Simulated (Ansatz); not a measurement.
# Ni (Fm-3m): the volume at zero pressure

Aim: the volume at which the pressure of Ni (Fm-3m) vanishes.

Method: DFT PBE, scalar-relativistic, plane waves, PAW, in Ansatz 0.2.0.

3 further runs of the same task are left out: 3 set aside as unsound or not needed.

### 1 The system as given

The structure is cubic, space group Fm-3m (No. 225). Conventional cell: a = 3.524 Å, b = 3.524 Å, c = 3.524 Å, α = 90.00°, β = 90.00°, γ = 90.00°. Ni (site symmetry m-3m) is surrounded by 12 Ni at 2.49 Å.

Coordinates:

```
CELL_PARAMETERS angstrom
0.00000 1.76194 1.76194
1.76194 0.00000 1.76194
1.76194 1.76194 0.00000
ATOMIC_POSITIONS crystal
Ni 0.00000 0.00000 0.00000
```

Starting moments: Ni 0.80 μB.

### 2 First run, at the start cell

File input.yaml:

```yaml
crystal:
  lattice:
    - [0.0, 1.761935, 1.761935]
    - [1.761935, 0.0, 1.761935]
    - [1.761935, 1.761935, 0.0]
  atoms:
    - { symbol: Ni, position: [0.0, 0.0, 0.0], spin: 0.8 }
basis:
  ecutwfc: 420
  ecutrho_ratio: 4
kpoints:
  mp_grid: { grid: [22, 22, 22] }
hamiltonian:
  xc: pbe
scf:
  occupations: { method: gaussian, width: 0.05 }
output:
  forces: true
  stress: true
  eigenvalues: true
  populations: true
magnetization:
  spin_polarized: true
```

Started as:

```bash
$ ansatz run input.yaml --threads 2 --pin off --max-ram 5120MiB --backend cpu --events-out ev --progress --plain --runs-dir out
```

The log of the run:

```text
Warning: RAYON_NUM_THREADS=2 ignored (pool sized by the plan → 2); use --threads N
Engine: ansatz 0.2.0, x86_64-unknown-linux-gnu
Pseudopotentials: kind: paw
Pseudopotential: Ni, paw, valence charge 18, recommended cutoff 420 eV (normal), Ni.paw.azcp
Functional definition: PBE
  parameter kappa = 0.804
  parameter beta = 0.06672455060314922
  exchange = pbe_x(kappa = kappa, mu = beta*pi^2/3)
  correlation = pbe_c(beta = beta)
Crystal: 1 atoms, lattice volume = 10.940 Å³
Basis set: ecut = 420 eV, 181 PW (Γ), exchange–correlation on 36×36×36 points (8 copies of the dense FFT grid, shifted against one another)
Bands: 14, of which v1, the nominal top of the filled ones, is band 9 counted from 1 (8 counted from 0)
Symmetry: 48 space group operations
Space group: Fm-3m (ITA 225), of the structure as read, at distance tolerance 2.2e-5 Å
Magnetic group: BNS 225.116 (UNI 1618), of the structure as read, at distance tolerance 2.2e-5 Å
k-points: 328 of 10648
Non-local potential: Ni, projectors of the file, l = 0: 3, l = 1: 2, l = 2: 3, l = 3: 1
PAW form: soft (Blöchl's): semilocal exchange-correlation on the pseudo side does not see the compensation charge
PAW one-centre angular grid: Ni, 590 points (default); XC on 64 Gauss nodes
Initial density: superposition of atomic densities (chi_scale 0.1, normalization cell)
Starting moments: Σ|m| = 0.8 μB on 1 of 1 site
Initial wavefunctions: pseudopotential atomic-orbital guess
Functional: x = pbe(κ = 0.804, μ = 0.2195149727645171), c = pbe(β = 0.06672455060314922)
SCF iter   1: F=—  HF=-5839.019240 eV  |F-HF|=—  |Δ(HF+E_count)|=         —  Δρ=8.73e-2 (↑1.56e-2 ↓8.73e-2)  dr2=6.78e-1  dr2_m=1.38e-1  M=0.878 μB ∫|m|=0.938 μB  β_m=0.30  ethr=3.10e-3  ⟨swp⟩=5.7  Hψ=48542  notcnv=0
Mixer restart at iter 1: flushing history
preconditioner: auto → none  [metal: Δε(μ)=0.004 eV  Ē_g=15.868 eV  σ=0.050 eV  W_gap=0.04  n_scr=0 (ndim 8)  ℏωp=35.5 eV  f_vac=0.000  D(μ)=1.38/eV (n_scr^D=14)]
SCF iter   2: F=—  HF=-5838.865876 eV  |F-HF|=—  |Δ(HF+E_count)|=   1.53e-1  Δρ=4.20e-2 (↑4.20e-2 ↓3.59e-2)  dr2=3.00e-1  dr2_m=5.52e-3  M=0.727 μB ∫|m|=0.793 μB  β_m=0.25  ethr=3.10e-3  ⟨swp⟩=2.6  Hψ=19293  notcnv=0  defer=405
SCF iter   3: F=—  HF=-5839.058255 eV  |F-HF|=—  |Δ(HF+E_count)|=   1.92e-1  Δρ=1.72e-2 (↑1.72e-2 ↓1.29e-2)  dr2=2.68e-2  dr2_m=5.17e-3  M=0.732 μB ∫|m|=0.802 μB  β_m=0.49  ethr=1.67e-3  ⟨swp⟩=2.5  Hψ=15492  notcnv=0  defer=402
SCF iter   4: F=—  HF=-5839.552623 eV  |F-HF|=—  |Δ(HF+E_count)|=   4.94e-1  Δρ=2.04e-2 (↑1.49e-2 ↓2.04e-2)  dr2=7.37e-2  dr2_m=1.87e-3  M=0.687 μB ∫|m|=0.767 μB  β_m=0.31  ethr=1.49e-4  ⟨swp⟩=2.4  Hψ=16944  notcnv=0  defer=412
SCF iter   5: F=—  HF=-5839.694579 eV  |F-HF|=—  |Δ(HF+E_count)|=   1.42e-1  Δρ=5.26e-3 (↑3.44e-3 ↓5.26e-3)  dr2=5.86e-4  dr2_m=1.78e-3  M=0.664 μB ∫|m|=0.753 μB  β_m=0.42  ethr=1.49e-4  ⟨swp⟩=2.8  Hψ=19066  notcnv=0  defer=414
SCF iter   6: F=—  HF=-5839.721592 eV  |F-HF|=—  |Δ(HF+E_count)|=   2.70e-2  Δρ=3.72e-3 (↑1.36e-3 ↓3.72e-3)  dr2=4.92e-4  dr2_m=6.15e-4  M=0.651 μB ∫|m|=0.744 μB  β_m=0.71  ethr=3.26e-6  ⟨swp⟩=2.2  Hψ=20279  notcnv=0  defer=411
SCF iter   7: F=—  HF=-5839.722174 eV  |F-HF|=—  |Δ(HF+E_count)|=   5.82e-4  Δρ=1.97e-3 (↑7.92e-4 ↓1.97e-3)  dr2=1.07e-4  dr2_m=1.85e-4  M=0.651 μB ∫|m|=0.744 μB  β_m=0.86  ethr=2.73e-6  ⟨swp⟩=1.7  Hψ=10884  notcnv=0  defer=411
SCF iter   8: F=—  HF=-5839.722252 eV  |F-HF|=—  |Δ(HF+E_count)|=   7.77e-5  Δρ=3.54e-4 (↑3.54e-4 ↓1.57e-4)  dr2=1.70e-5  dr2_m=1.07e-6  M=0.650 μB ∫|m|=0.743 μB  β_m=0.93  ethr=5.92e-7  ⟨swp⟩=2.1  Hψ=12660  notcnv=0  defer=411
SCF iter   9: F=—  HF=-5839.722257 eV  |F-HF|=—  |Δ(HF+E_count)|=   5.55e-6  Δρ=1.98e-4 (↑9.21e-5 ↓1.98e-4)  dr2=5.32e-6  dr2_m=3.17e-7  M=0.650 μB ∫|m|=0.743 μB  β_m=0.96  ethr=9.47e-8  ⟨swp⟩=1.1  Hψ=9637  notcnv=0  defer=411
SCF iter  10: F=—  HF=-5839.722257 eV  |F-HF|=—  |Δ(HF+E_count)|=   3.28e-7  Δρ=1.09e-5 (↑6.66e-6 ↓1.09e-5)  dr2=1.88e-8  dr2_m=4.61e-10  M=0.650 μB ∫|m|=0.743 μB  β_m=0.98  ethr=2.95e-8  ⟨swp⟩=2.3  Hψ=11702  notcnv=0  defer=411
SCF iter  11: F=-5839.722257 eV  HF=-5839.722257 eV  |F-HF|=4.37e-11  |Δ(HF+E_count)|=  9.66e-10  Δρ=1.08e-6 (↑2.55e-7 ↓1.08e-6)  dr2=1.04e-10  dr2_m=3.01e-11  M=0.650 μB ∫|m|=0.743 μB  ethr=1.04e-10  ⟨swp⟩=4.5  Hψ=34139  notcnv=0
SCF 1 converged in 11 iterations: F = -5839.722257 eV  dr2 = 1.04e-10
SCF converged after 11 iterations
Magnetization: 0.6502 μB (9.3251 up, 8.6749 down)
Absolute magnetization: 0.7441 μB (∫|ρ↑−ρ↓|, with the PAW one-centre terms)
Spin contamination: 0.0075 ħ² per cell (⟨S²⟩ above its minimum at these occupations)
Per-site moments (μB) at R_I (Å): [(0.6898624138407131, 1.0278478538706837)]
Free energy (F): -5839.722257 eV
Harris-Foulkes:  -5839.722257 eV  (|F-HF|=4.37e-11)
Internal energy: -5839.720429 eV  (E = F + TS)
E sigma→0 (E₀):  -5839.721343 eV
Entropy (-TS):   -0.001829 eV (-1.829 meV/atom)
Fermi energy:    18.077101 eV
--- Per-component energies (eV) ---
  E_band       = -286.386248
  E_kinetic    = 281.978859
  E_local      = -3445.919061  (includes V_loc(G=0)·N_el)
  E_nonlocal   = 635.547157
  E_hartree    = 1438.167098
  E_xc         = -84.749912
  E_vxc        = -109.281260  (∫ρ·V_xc dr)
  E_paw        = -1629.643729  (= ΣΔE_a)
  E_vpaw       = -525.047498  (= ΣTr[D̂ρ^β])
  E_aug_tail   = 0.000604  (compensation charges beyond the density's cutoff)
  E_ewald      = -3035.101444
  E_smearing   = -0.001829  (= −TS)
  E_closure    = 0.000000  (closes the sum)
  Σ components = -5839.722257   (vs F -5839.722257, Δ=0.00e0)
--- Forces (eV/Å), atoms counted from 1 ---
  atom   1  Ni    -0.00000000     0.00000000     0.00000000
  max |Σ_I F_I| component: 7.19e-32 eV/Å
--- Stress (GPa, compression-positive) ---
       -0.886416      -0.000000       0.000000
       -0.000000      -0.886416      -0.000000
        0.000000      -0.000000      -0.886416
  P = ⅓ Tr σ = -0.8864 GPa (-8.864 kbar)
--- Band table (eV; the first three rows and the last of 656) ---
  k-point 0 ↑: bands = ["-85.6213", "-45.8805", "-45.8805", "-45.8805", "8.9716", "15.5957", "15.5957", "15.5957", "16.7839", "16.7839", "41.5054", "45.4327", "45.4327", "45.4327"]
  k-point 1 ↑: bands = ["-85.6206", "-45.8849", "-45.8811", "-45.8811", "9.0524", "15.5746", "15.6141", "15.6141", "16.7759", "16.7759", "41.2665", "44.1930", "45.1932", "45.1932"]
  k-point 2 ↑: bands = ["-85.6187", "-45.8976", "-45.8830", "-45.8830", "9.2923", "15.5154", "15.6648", "15.6648", "16.7563", "16.7563", "40.1274", "42.9380", "44.7031", "44.7031"]
  k-point 327 ↓: bands = ["-84.7089", "-45.1874", "-45.1693", "-45.1164", "14.6392", "15.3896", "15.8054", "17.3235", "18.4699", "25.2069", "26.5571", "28.0498", "29.2115", "46.7837"]
--- Löwdin populations: 1 site ---
  site symbol       q [e]    m [muB]
     0     Ni     17.7788     0.6814
  spilling = 0.012291 (of n_electrons = 18.000000)
```

Run time: 24 s. Hardware: 2 threads of Intel Xeon at 2.50GHz (Skylake/Cascade Lake), shared host; peak memory 0.39 GiB.

Read off: volume 10.940 Å³/atom, pressure -0.89 GPa, a metal on this mesh, moments in the atoms' spheres Ni 0.69 μB.

### 3 A new volume, run 2

File input.yaml:

```yaml
crystal:
  lattice:
    - [0.0, 1.7584574567, 1.7584574567]
    - [1.7584574567, 0.0, 1.7584574567]
    - [1.7584574567, 1.7584574567, 0.0]
  atoms:
    - { symbol: Ni, position: [0.0, 0.0, 0.0], spin: 0.76 }
basis:
  ecutwfc: 420
  ecutrho_ratio: 4
kpoints:
  mp_grid: { grid: [22, 22, 22] }
hamiltonian:
  xc: pbe
scf:
  occupations: { method: gaussian, width: 0.05 }
output:
  forces: true
  stress: true
  eigenvalues: true
  populations: true
magnetization:
  spin_polarized: true
```

Started as:

```bash
$ ansatz run input.yaml --threads 2 --pin off --max-ram 5120MiB --backend cpu --events-out ev --progress --plain --runs-dir out
```

The log of the run:

```text
Warning: RAYON_NUM_THREADS=2 ignored (pool sized by the plan → 2); use --threads N
[... 8 set-up lines as earlier in the session ...]
Crystal: 1 atoms, lattice volume = 10.875 Å³
Basis set: ecut = 420 eV, 181 PW (Γ), exchange–correlation on 36×36×36 points (8 copies of the dense FFT grid, shifted against one another)
Bands: 14, of which v1, the nominal top of the filled ones, is band 9 counted from 1 (8 counted from 0)
[... 2 set-up lines as earlier in the session ...]
Magnetic group: BNS 225.116 (UNI 1618), of the structure as read, at distance tolerance 2.2e-5 Å
k-points: 328 of 10648
[... 4 set-up lines as earlier in the session ...]
Starting moments: Σ|m| = 0.76 μB on 1 of 1 site
[... 2 set-up lines as earlier in the session ...]
SCF iter   1: F=—  HF=-5839.020401 eV  |F-HF|=—  |Δ(HF+E_count)|=         —  Δρ=9.25e-2 (↑1.35e-2 ↓9.25e-2)  dr2=6.94e-1  dr2_m=1.73e-1  M=0.871 μB ∫|m|=0.931 μB  β_m=0.30  ethr=3.10e-3  ⟨swp⟩=5.7  Hψ=48663  notcnv=0
Mixer restart at iter 1: flushing history
preconditioner: auto → none  [metal: Δε(μ)=0.001 eV  Ē_g=15.925 eV  σ=0.050 eV  W_gap=0.01  n_scr=0 (ndim 8)  ℏωp=35.6 eV  f_vac=0.000  D(μ)=1.38/eV (n_scr^D=14)]
SCF iter   2: F=—  HF=-5838.857699 eV  |F-HF|=—  |Δ(HF+E_count)|=   1.63e-1  Δρ=4.54e-2 (↑4.54e-2 ↓3.29e-2)  dr2=3.01e-1  dr2_m=8.26e-3  M=0.722 μB ∫|m|=0.787 μB  β_m=0.25  ethr=3.10e-3  ⟨swp⟩=2.6  Hψ=19323  notcnv=0  defer=406
SCF iter   3: F=—  HF=-5839.061662 eV  |F-HF|=—  |Δ(HF+E_count)|=   2.04e-1  Δρ=1.93e-2 (↑1.93e-2 ↓1.14e-2)  dr2=2.56e-2  dr2_m=7.78e-3  M=0.726 μB ∫|m|=0.796 μB  β_m=0.48  ethr=1.67e-3  ⟨swp⟩=2.5  Hψ=15469  notcnv=0  defer=403
SCF iter   4: F=—  HF=-5839.561122 eV  |F-HF|=—  |Δ(HF+E_count)|=   4.99e-1  Δρ=1.84e-2 (↑1.54e-2 ↓1.84e-2)  dr2=6.79e-2  dr2_m=1.10e-3  M=0.684 μB ∫|m|=0.763 μB  β_m=0.29  ethr=1.42e-4  ⟨swp⟩=2.6  Hψ=17324  notcnv=0  defer=413
SCF iter   5: F=—  HF=-5839.706803 eV  |F-HF|=—  |Δ(HF+E_count)|=   1.46e-1  Δρ=4.31e-3 (↑4.31e-3 ↓3.68e-3)  dr2=1.82e-4  dr2_m=1.46e-3  M=0.659 μB ∫|m|=0.749 μB  β_m=0.41  ethr=1.42e-4  ⟨swp⟩=2.6  Hψ=19419  notcnv=0  defer=413
SCF iter   6: F=—  HF=-5839.721654 eV  |F-HF|=—  |Δ(HF+E_count)|=   1.49e-2  Δρ=3.27e-3 (↑1.22e-3 ↓3.27e-3)  dr2=3.71e-4  dr2_m=4.78e-4  M=0.651 μB ∫|m|=0.743 μB  β_m=0.70  ethr=1.01e-6  ⟨swp⟩=2.3  Hψ=17797  notcnv=0  defer=402
SCF iter   7: F=—  HF=-5839.722300 eV  |F-HF|=—  |Δ(HF+E_count)|=   6.46e-4  Δρ=1.79e-3 (↑6.92e-4 ↓1.79e-3)  dr2=9.33e-5  dr2_m=1.48e-4  M=0.650 μB ∫|m|=0.742 μB  β_m=0.85  ethr=1.01e-6  ⟨swp⟩=2.2  Hψ=11886  notcnv=0  defer=402
SCF iter   8: F=—  HF=-5839.722378 eV  |F-HF|=—  |Δ(HF+E_count)|=   7.83e-5  Δρ=2.98e-4 (↑2.98e-4 ↓5.07e-5)  dr2=5.18e-6  dr2_m=2.61e-6  M=0.650 μB ∫|m|=0.742 μB  β_m=0.93  ethr=5.19e-7  ⟨swp⟩=2.1  Hψ=12529  notcnv=0  defer=411
SCF iter   9: F=—  HF=-5839.722380 eV  |F-HF|=—  |Δ(HF+E_count)|=   1.06e-6  Δρ=1.31e-4 (↑6.79e-5 ↓1.31e-4)  dr2=2.52e-6  dr2_m=1.15e-7  M=0.650 μB ∫|m|=0.742 μB  β_m=0.96  ethr=2.88e-8  ⟨swp⟩=1.0  Hψ=9294  notcnv=0  defer=411
SCF iter  10: F=—  HF=-5839.722380 eV  |F-HF|=—  |Δ(HF+E_count)|=   3.82e-7  Δρ=3.85e-6 (↑3.85e-6 ↓3.80e-6)  dr2=3.34e-9  dr2_m=2.39e-11  M=0.650 μB ∫|m|=0.742 μB  β_m=0.98  ethr=1.40e-8  ⟨swp⟩=2.3  Hψ=11568  notcnv=0  defer=409
SCF iter  11: F=-5839.722380 eV  HF=-5839.722380 eV  |F-HF|=1.18e-11  |Δ(HF+E_count)|=  3.42e-10  Δρ=4.46e-7 (↑4.46e-7 ↓1.70e-7)  dr2=8.24e-12  dr2_m=4.21e-12  M=0.650 μB ∫|m|=0.742 μB  ethr=1.86e-11  ⟨swp⟩=4.3  Hψ=34572  notcnv=0
SCF 1 converged in 11 iterations: F = -5839.722380 eV  dr2 = 8.24e-12
SCF converged after 11 iterations
Magnetization: 0.6498 μB (9.3249 up, 8.6751 down)
Absolute magnetization: 0.7429 μB (∫|ρ↑−ρ↓|, with the PAW one-centre terms)
Spin contamination: 0.0074 ħ² per cell (⟨S²⟩ above its minimum at these occupations)
Per-site moments (μB) at R_I (Å): [(0.6892160782959312, 1.0258191834500112)]
Free energy (F): -5839.722380 eV
Harris-Foulkes:  -5839.722380 eV  (|F-HF|=1.18e-11)
Internal energy: -5839.720564 eV  (E = F + TS)
E sigma→0 (E₀):  -5839.721472 eV
Entropy (-TS):   -0.001816 eV (-1.816 meV/atom)
Fermi energy:    18.211883 eV
--- Per-component energies (eV) ---
  E_band       = -284.192471
  E_kinetic    = 282.094294
  E_local      = -3436.127589  (includes V_loc(G=0)·N_el)
  E_nonlocal   = 635.483565
  E_hartree    = 1434.325810
  E_xc         = -84.811075
  E_vxc        = -109.364479  (∫ρ·V_xc dr)
  E_paw        = -1629.582458  (= ΣΔE_a)
  E_vpaw       = -524.930279  (= ΣTr[D̂ρ^β])
  E_aug_tail   = 0.000581  (compensation charges beyond the density's cutoff)
  E_ewald      = -3041.103692
  E_smearing   = -0.001816  (= −TS)
  E_closure    = 0.000000  (closes the sum)
  Σ components = -5839.722380   (vs F -5839.722380, Δ=0.00e0)
--- Forces (eV/Å), atoms counted from 1 ---
  atom   1  Ni    -0.00000000     0.00000000    -0.00000000
  max |Σ_I F_I| component: 4.31e-32 eV/Å
--- Stress (GPa, compression-positive) ---
        0.291865      -0.000000       0.000000
        0.000000       0.291865       0.000000
       -0.000000       0.000000       0.291865
  P = ⅓ Tr σ = 0.2919 GPa (2.919 kbar)
--- Band table (eV; the first three rows and the last of 656) ---
  k-point 0 ↑: bands = ["-85.4964", "-45.7530", "-45.7530", "-45.7530", "9.0650", "15.7160", "15.7160", "15.7160", "16.9134", "16.9134", "41.6885", "45.6616", "45.6616", "45.6616"]
  k-point 1 ↑: bands = ["-85.4958", "-45.7575", "-45.7536", "-45.7536", "9.1461", "15.6947", "15.7345", "15.7345", "16.9054", "16.9054", "41.4526", "44.4182", "45.4233", "45.4233"]
  k-point 2 ↑: bands = ["-85.4938", "-45.7705", "-45.7555", "-45.7555", "9.3871", "15.6348", "15.7856", "15.7856", "16.8856", "16.8856", "40.3263", "43.1463", "44.9346", "44.9346"]
  k-point 327 ↓: bands = ["-84.5835", "-45.0639", "-45.0455", "-44.9913", "14.7442", "15.5008", "15.9201", "17.4522", "18.6076", "25.3738", "26.7296", "28.2270", "29.4114", "47.0116"]
--- Löwdin populations: 1 site ---
  site symbol       q [e]    m [muB]
     0     Ni     17.7788     0.6809
  spilling = 0.012289 (of n_electrons = 18.000000)
```

It took 24 s on 2 threads of Intel Xeon at 2.50GHz (Skylake/Cascade Lake), shared host; peak memory 0.39 GiB.

Result: volume 10.875 Å³/atom, pressure 0.29 GPa, no gap, moments in the atoms' spheres Ni 0.69 μB.

[end of part 1 of 2]
